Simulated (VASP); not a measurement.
# ZnS: band structure with B3LYP

**What was measured.**

From “Electronic, vibrational, and thermodynamic properties of ZnS (zincblende and rocksalt structure)”, 2009, arxiv:0911.5022, for a bulk crystal of ZnS at 19 K: band gap 3.85 eV (direct).

The system is ZnS.

```
Zn S
1.0
     0.00000    2.70200    2.70200
     2.70200    0.00000    2.70200
     2.70200    2.70200    0.00000
Zn S
1 1
Direct
  0.75000 0.75000 0.75000
  0.00000 0.00000 0.00000
```

```json
{"Program": "VASP 6.6.1", "Task": "band structure", "Functional": "B3LYP", "Potentials or basis": "VASP PAW PBE potentials, release 64 (Zn, S)", "Cutoff": "520 eV", "k mesh": "5 × 5 × 5", "Occupations": "fermi-dirac, width 0.05 eV", "Spin": "no spin polarisation", "Grid for exact exchange (PRECFOCK)": "Fast", "Exchange at q = 0": "default", "Further INCAR settings": "ALGO = Normal; EDIFF = 1e-06"}
```

| Property | Result |
| --- | --- |
| Pressure | 3.6 GPa |
| Band gap on the k mesh | 3.66 eV, direct |

Levels at the corners of the path, in eV from the valence-band top:
| point | band 5 | band 6 | band 7 | band 8 | band 9 | band 10 | band 11 | band 12 | band 13 |
| --- | --- | --- | --- | --- | --- | --- | --- | --- | --- |
| Γ | -7.41 | -7.41 | -0.15 | -0.15 | -0.15 | 3.51 | 7.92 | 7.92 | 7.92 |
| X | -7.10 | -6.90 | -4.87 | -2.22 | -2.22 | 4.76 | 5.50 | 12.72 | 13.81 |
| X | -7.10 | -6.90 | -4.87 | -2.22 | -2.22 | 4.76 | 5.50 | 12.72 | 13.81 |
| W | -7.18 | -6.73 | -4.72 | -2.81 | -2.71 | 7.14 | 7.64 | 9.47 | 9.77 |
| W | -7.18 | -6.73 | -4.72 | -2.81 | -2.71 | 7.14 | 7.64 | 9.47 | 9.77 |
| K | -7.99 | -7.63 | -5.64 | -4.03 | -2.65 | 5.54 | 7.50 | 11.02 | 11.48 |
| K | -7.99 | -7.63 | -5.64 | -4.03 | -2.65 | 5.54 | 7.50 | 11.02 | 11.49 |
| Γ | -7.41 | -7.41 | -0.15 | -0.15 | -0.15 | 3.51 | 7.92 | 7.92 | 7.92 |
| Γ | -7.41 | -7.41 | -0.15 | -0.15 | -0.15 | 3.51 | 7.92 | 7.92 | 7.92 |
| L | -7.20 | -6.99 | -5.50 | -0.87 | -0.87 | 4.73 | 8.45 | 8.45 | 10.53 |
| L | -7.20 | -6.99 | -5.50 | -0.87 | -0.87 | 4.73 | 8.45 | 8.45 | 10.53 |
| U | -7.99 | -7.63 | -5.64 | -4.03 | -2.65 | 5.54 | 7.50 | 11.02 | 11.49 |
| U | -7.99 | -7.63 | -5.64 | -4.03 | -2.65 | 5.54 | 7.50 | 11.02 | 11.49 |
| W | -7.18 | -6.73 | -4.72 | -2.81 | -2.71 | 7.14 | 7.64 | 9.47 | 9.77 |
| W | -7.18 | -6.73 | -4.72 | -2.81 | -2.71 | 7.14 | 7.64 | 9.47 | 9.77 |
| L | -7.20 | -6.99 | -5.50 | -0.87 | -0.87 | 4.73 | 8.45 | 8.45 | 10.53 |
| L | -7.20 | -6.99 | -5.50 | -0.87 | -0.87 | 4.73 | 8.45 | 8.45 | 10.53 |
| K | -7.99 | -7.63 | -5.64 | -4.03 | -2.65 | 5.54 | 7.50 | 11.02 | 11.48 |
| U | -7.99 | -7.63 | -5.64 | -4.03 | -2.65 | 5.54 | 7.50 | 11.02 | 11.49 |
| X | -7.10 | -6.90 | -4.87 | -2.22 | -2.22 | 4.76 | 5.50 | 12.72 | 13.81 |

Wall time 19 min on 1 thread of Intel(R) Xeon(R) Platinum 8259CL CPU @ 2.50GHz (Skylake/Cascade Lake), on a shared host, peak memory 0.21 GiB.

A measured gap of ZnS is 3.85 eV (direct; 19 K; quoted in “Electronic, vibrational, and thermodynamic properties of ZnS (zincblende and rocksalt structure)”, 2009, arxiv:0911.5022); the calculated 3.66 eV misses it by -0.19 eV. The value is that of B3LYP, without temperature or zero-point motion.

Caveat: an unscreened hybrid on a path of extra k points without a Coulomb cutoff has errors near the mesh points, so the bands along the path aren't reliable; the PAW data sets were made with another functional, which shifts forces and pressure a little.
